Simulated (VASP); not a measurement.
# Moving the starting magnetic order in NiO

```
CELL_PARAMETERS angstrom
0.00000 2.50462 2.50462
2.50462 0.00000 2.50462
2.50462 2.50462 0.00000
ATOMIC_POSITIONS crystal
Ni 0.00000 0.00000 0.00000
Ni 0.50000 0.50000 0.50000
O 0.25000 0.25000 0.25000
O 0.75000 0.75000 0.75000
```

Measurements of this composition are mostly on another form, of space group No. 225.

Kept alike: task single point; functional LDA; k mesh 7 × 7 × 7; occupations fermi-dirac, width 0.05 eV; hubbard terms Ni d U = 6 eV. Program: VASP, LDA PAW files Ni, O, 520 eV. The mesh is that of the run's cell of 4 atoms. No spin-orbit coupling.

```csv
starting magnetic order,largest site moment (μB),moment of the cell (μB),free energy over the lowest row (meV/atom)
antiferromagnetic,1.36,0.00,0.00
"antiferromagnetic start, larger moments",1.36,0.00,0.00
ferrimagnetic,1.36,0.00,0.00
ferromagnetic,1.50,4.00,10.90
"ferromagnetic start, larger moments",1.50,4.00,10.90
non-magnetic,0.00,0.00,272.20
random collinear,1.36,0.00,0.00
```

For a metal such a mesh leaves the last digits unconverged. The runs hold the magnetic state that their start led to, which needn't be the lowest. The row without spin has no moments by construction. Site moments count inside each atom's sphere or projector. U enters in Dudarev's form.

Question: What does the starting magnetic order change here?

Answer: The largest site moment runs from 0.00 (non-magnetic) to 1.50 μB (ferromagnetic; ferromagnetic start, larger moments). The moment of the cell runs from 0.00 (antiferromagnetic; antiferromagnetic start, larger moments; ferrimagnetic; non-magnetic; random collinear) to 4.00 μB (ferromagnetic; ferromagnetic start, larger moments). The free energy is lowest at antiferromagnetic; antiferromagnetic start, larger moments; ferrimagnetic; random collinear, and 272.20 meV an atom higher at non-magnetic. Starts that end at one energy have found one state: antiferromagnetic; antiferromagnetic start, larger moments; ferrimagnetic; random collinear | ferromagnetic; ferromagnetic start, larger moments.
